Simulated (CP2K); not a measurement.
# SnSe (Fm-3m) in CP2K: a series of runs, part 3 of 3

CP2K 2026.2. The steps go on from the part before.

## 5. Band structure, TB-mBJ

snse_bands.inp

```
&GLOBAL
  PROJECT snse_bands
  RUN_TYPE ENERGY
  PRINT_LEVEL LOW
&END GLOBAL
&FORCE_EVAL
  METHOD QS
  &DFT
    BASIS_SET_FILE_NAME BASIS_MOLOPT_UZH
    POTENTIAL_FILE_NAME POTENTIAL_UZH
    &MGRID
      CUTOFF 675
      REL_CUTOFF 60
      NGRIDS 4
    &END MGRID
    &QS
      METHOD GPW
      EPS_DEFAULT 1.0E-10
    &END QS
    &KPOINTS
      SCHEME MONKHORST-PACK 8 8 8
      GAMMA_CENTERED T
      SYMMETRY T
      SYMMETRY_BACKEND SPGLIB
    &END KPOINTS
    &SCF
      SCF_GUESS ATOMIC
      EPS_SCF 1.0E-6
      MAX_SCF 100
      ADDED_MOS 10
      CHOLESKY OFF
      EPS_EIGVAL 1.0E-7
      &DIAGONALIZATION ON
        ALGORITHM STANDARD
      &END DIAGONALIZATION
      &MIXING ON
        METHOD BROYDEN_MIXING
        ALPHA 0.4
        BETA 1.5
        NBUFFER 8
      &END MIXING
      &SMEAR ON
        METHOD FERMI_DIRAC
        ELECTRONIC_TEMPERATURE 580.23
      &END SMEAR
    &END SCF
    &XC
      &XC_FUNCTIONAL
        &MGGA_X_TB09
        &END MGGA_X_TB09
        &LDA_C_PW
        &END LDA_C_PW
      &END XC_FUNCTIONAL
    &END XC
    &PRINT
      &KPOINTS ON
      &END KPOINTS
      &MULLIKEN ON
      &END MULLIKEN
      &MO ON
        ENERGIES T
        OCCUPATION_NUMBERS T
        &EACH
          QS_SCF 0
        &END EACH
        ADD_LAST NUMERIC
      &END MO
      &LOWDIN ON
      &END LOWDIN
      &HIRSHFELD ON
        SHAPE_FUNCTION DENSITY
      &END HIRSHFELD
      &BAND_STRUCTURE
        FILE_NAME bands.bs
        ADDED_MOS 4
        &KPOINT_SET
          UNITS B_VECTOR
          NPOINTS 10
          SPECIAL_POINT GAMMA 0.00000000 0.00000000 0.00000000
          SPECIAL_POINT X 0.50000000 0.00000000 0.50000000
          SPECIAL_POINT W 0.50000000 0.25000000 0.75000000
          SPECIAL_POINT K 0.37500000 0.37500000 0.75000000
          SPECIAL_POINT GAMMA 0.00000000 0.00000000 0.00000000
          SPECIAL_POINT L 0.50000000 0.50000000 0.50000000
          SPECIAL_POINT U 0.62500000 0.25000000 0.62500000
          SPECIAL_POINT W 0.50000000 0.25000000 0.75000000
          SPECIAL_POINT L 0.50000000 0.50000000 0.50000000
          SPECIAL_POINT K 0.37500000 0.37500000 0.75000000
        &END KPOINT_SET
        &KPOINT_SET
          UNITS B_VECTOR
          NPOINTS 10
          SPECIAL_POINT U 0.62500000 0.25000000 0.62500000
          SPECIAL_POINT X 0.50000000 0.00000000 0.50000000
        &END KPOINT_SET
      &END BAND_STRUCTURE
    &END PRINT
  &END DFT
  &SUBSYS
    &CELL
      A 4.2567828227 0.0000000000 0.0000000000
      B 2.1283914114 3.6864820629 0.0000000000
      C 2.1283914114 1.2288273543 3.4756486205
      PERIODIC XYZ
    &END CELL
    &COORD
      Sn  0.0000000000 0.0000000000 0.0000000000
      Se  4.2567828227 2.4576547086 1.7378243102
    &END COORD
    &KIND Sn
      BASIS_SET TZVP-MOLOPT-PBE-GTH-q4
      POTENTIAL GTH-PBE-q4
    &END KIND
    &KIND Se
      BASIS_SET TZVP-MOLOPT-PBE-GTH-q6
      POTENTIAL GTH-PBE-q6
    &END KIND
    &PRINT
      &ATOMIC_COORDINATES ON
      &END ATOMIC_COORDINATES
      &CELL ON
      &END CELL
    &END PRINT
  &END SUBSYS
  &PRINT
    &FORCES ON
    &END FORCES
  &END PRINT
&END FORCE_EVAL
```

Potentials or basis: POTENTIAL_UZH Sn GTH-PBE-q4, Se GTH-PBE-q6; TZVP-MOLOPT-PBE-GTH basis.

Run with:

```bash
$ OMP_NUM_THREADS=1 cp2k.psmp -i snse_bands.inp -o snse_bands.out
```

snse_bands.out:

```text

 CP2K| version string:                                       CP2K version 2026.2
 CP2K| Input file name                                            snse_bands.inp

 GLOBAL| Force Environment number                                              1
 GLOBAL| Basis set file name                                    BASIS_MOLOPT_UZH
 GLOBAL| Potential file name                                       POTENTIAL_UZH
 GLOBAL| MM Potential file name                                     MM_POTENTIAL
 GLOBAL| Coordinate file name                                      __STD_INPUT__
 GLOBAL| Method name                                                        CP2K
 GLOBAL| Project name                                                 snse_bands
 GLOBAL| Run type                                                         ENERGY
 GLOBAL| FFT library                                                       FFTW3
 GLOBAL| Diagonalization library                                       ScaLAPACK
[... 5 lines left out ...]
 GLOBAL| Total number of message passing processes                             1
 GLOBAL| Number of threads for this process                                    1
 GLOBAL| CPU model name                          Intel(R) Xeon(R) Platinum 8488C
[... 499 lines left out ...]

 #  Atom  Element  Kind  Atomic population                           Net charge
       1     Sn       1          3.851410                              0.148590
       2     Se       2          6.148590                             -0.148590
 # Total charge                             10.000000                 -0.000000

 KPOINTS| Band Structure Calculation
 KPOINTS| Number of k-point sets                                               2
 KPOINTS| Number of added MOs/bands                                            4
 KPOINTS| Number of k-points in set    1                                      91
 KPOINTS| In units of b-vector [2pi/Bohr]
 KPOINTS| Special point     1       GAMMA     0.000000     0.000000     0.000000
 KPOINTS| Special point     2           X     0.500000     0.000000     0.500000
 KPOINTS| Special point     3           W     0.500000     0.250000     0.750000
 KPOINTS| Special point     4           K     0.375000     0.375000     0.750000
 KPOINTS| Special point     5       GAMMA     0.000000     0.000000     0.000000
 KPOINTS| Special point     6           L     0.500000     0.500000     0.500000
 KPOINTS| Special point     7           U     0.625000     0.250000     0.625000
 KPOINTS| Special point     8           W     0.500000     0.250000     0.750000
 KPOINTS| Special point     9           L     0.500000     0.500000     0.500000
 KPOINTS| Special point    10           K     0.375000     0.375000     0.750000
 KPOINTS| Number of k-points in set    2                                      11
 KPOINTS| In units of b-vector [2pi/Bohr]
 KPOINTS| Special point     1           U     0.625000     0.250000     0.625000
 KPOINTS| Special point     2           X     0.500000     0.000000     0.500000

 ENERGY| Total FORCE_EVAL ( QS ) energy [hartree]            -10.331451795029766
```

Run time: 91 s. Hardware: 1 thread of Intel Xeon Platinum 8488C (Sapphire Rapids), shared host; peak memory 0.46 GiB.

Results:

| Quantity | Value |
| --- | --- |
| Band gap along the path | none (metal or under the smearing width) |
| Mulliken charges | Sn +0.68; Se -0.68 e |
| Hirshfeld charges | Sn +0.25; Se -0.25 e |

Levels at the corners of the path, in eV from the Fermi level:
```csv
point,band 3,band 4,band 5,band 6,band 7,band 8
Γ,-2.74,-2.74,-2.74,4.20,4.20,4.20
X,-6.03,-4.20,-4.20,3.34,5.26,5.26
W,-5.27,-5.27,-1.32,1.26,4.90,4.90
K,-5.63,-3.74,-2.90,3.13,3.33,5.32
Γ,-2.74,-2.74,-2.74,4.20,4.20,4.20
L,-2.60,-2.60,-0.23,0.24,0.99,0.99
U,-5.63,-3.74,-2.90,3.13,3.33,5.32
W,-5.27,-5.27,-1.32,1.26,4.90,4.90
L,-2.60,-2.60,-0.23,0.24,0.99,0.99
K,-5.63,-3.74,-2.90,3.13,3.33,5.32
U,-5.63,-3.74,-2.90,3.13,3.33,5.32
X,-6.03,-4.20,-4.20,3.34,5.26,5.26
```

Caveat: Mulliken charges move with the basis; this is a model potential without an energy functional, so only levels have meaning; the potentials were made for another functional, which shifts forces and pressure; spin-orbit coupling is left out, which moves the levels of the heavy elements; the basis of atomic orbitals isn't converged, which shifts pressures, moduli and gaps.

## 6. Summary

```tsv
level	potentials or basis	smearing	EPS_DEFAULT	NGRIDS	points a segment of the path (NPOINTS)	bands added on the path	CUTOFF of the grids	pressure (GPa)
PBEsol	POTENTIAL_UZH Sn GTH-PBE-q4, Se GTH-PBE-q6; TZVP-MOLOPT-PBE-GTH basis	fermi-dirac 0.01 eV	1.0E-9	5	10	4	450 Ry	0.2
LDA	GTH_POTENTIALS Sn GTH-PADE-q4, Se GTH-PADE-q6; TZVP-MOLOPT-PBE-GTH basis	fermi-dirac 0.1 eV	1.0E-10	5	8	4	450 Ry	-3.2
r2SCAN	POTENTIAL_UZH Sn GTH-SCAN-q4, Se GTH-SCAN-q6; TZVP-MOLOPT-SCAN-GTH basis	fermi-dirac 0.05 eV	1.0E-9	5	10	2	675 Ry	-2.2
TB-mBJ	POTENTIAL_UZH Sn GTH-PBE-q4, Se GTH-PBE-q6; TZVP-MOLOPT-PBE-GTH basis	fermi-dirac 0.05 eV	1.0E-10	4	10	4	675 Ry	-
```

Alike in all rows: task band structure; no spin polarisation; cell as given; k mesh 8 × 8 × 8.

Caveats: spin-orbit coupling is left out, which moves the levels of the heavy elements; the basis of atomic orbitals isn't converged, which shifts pressures, moduli and gaps; the potentials were made for another functional, which shifts forces and pressure (some runs); this is a model potential without an energy functional, so only levels have meaning (some runs).

Total energies depend on the potentials used, so only differences within one code and one set of settings carry meaning.
